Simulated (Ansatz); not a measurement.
The system is Pt.

```
Pt
1.0
    -1.58422    1.58422    1.58422
     1.58422   -1.58422    1.58422
     1.58422    1.58422   -1.58422
Pt
1
Direct
  0.00000 0.00000 0.00000
```

This isn't the form of Pt at room conditions, which is fcc.

Program: Ansatz 0.2.0. Alike in all runs: task band structure; potentials or basis Ansatz PAW; cell as given; smearing fermi-dirac 0.05 eV.

Task: Order these runs on this cell by their pressure, lowest first.
A. level BLYP; spin off; k mesh 12 × 12 × 12; cutoff (eV) 420
B. level r2SCAN; spin off; k mesh 12 × 12 × 12; cutoff (eV) 500
C. level PBEsol; spin SOC, no magnetisation; k mesh 9 × 9 × 9; cutoff (eV) 420
D. level RPBE; spin off; k mesh 12 × 12 × 12; cutoff (eV) 420
E. level LDA; spin SOC, no magnetisation; k mesh 9 × 9 × 9; cutoff (eV) 420

Result: E (-15.9 GPa), C (-11.0 GPa), B (-6.9 GPa), D (2.7 GPa), A (12.4 GPa).

Caveats: the PAW data sets come from PBE, with cores solved anew for the run's functional, which leaves a small shift of forces and pressure; so large a pressure means that the cell lies far from this level's equilibrium, or that cutoff or potentials fall short (some runs).
